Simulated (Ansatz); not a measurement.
The system is Pt.

```xyz
1
Lattice="0.0000 1.9609 1.9609 1.9609 0.0000 1.9609 1.9609 1.9609 0.0000" Properties=species:S:1:pos:R:3 pbc="T T T"
Pt    0.0000    0.0000    0.0000
```

Program: Ansatz 0.2.0. Alike in all runs: potentials or basis Ansatz PAW; cell as given; cutoff (eV) 420.

Q: Order these runs on this cell by their pressure, lowest first.
A. level RPBE; spin off; k mesh 12 × 12 × 12; smearing fermi-dirac 0.05 eV; points for each segment of the path 14
B. level PBEsol; spin SOC, no magnetisation; k mesh 9 × 9 × 9; smearing fermi-dirac 0.05 eV; points for each segment of the path 14
C. level BLYP+D3(BJ)-ATM; spin off; k mesh 12 × 12 × 12; smearing methfessel-paxton 0.05 eV; points for each segment of the path 14
D. level revPBE+D3(BJ); spin non-collinear, random start, SOC; k mesh 12 × 12 × 12; smearing tetrahedron; other keys scf.occupations.width = left out; …
E. level BLYP; spin off; k mesh 12 × 12 × 12; smearing fermi-dirac 0.05 eV; points for each segment of the path 14

A: D (-2.8 GPa), B (-0.9 GPa), C (7.6 GPa), A (14.5 GPa), E (25.6 GPa).

Caveats: the PAW data sets come from PBE, with cores solved anew for the run's functional, which leaves a small shift of forces and pressure; pairwise dispersion overbinds metals, which lowers pressure and volume (some runs); so large a pressure means that the cell lies far from this level's equilibrium, or that cutoff or potentials fall short (some runs); with tetrahedron occupations forces and stress needn't match the slope of the energy (some runs); the starting moments weren't kept (some runs); the thresholds are loose for stress (some runs).

Runs at the PBE level aren't shown here.
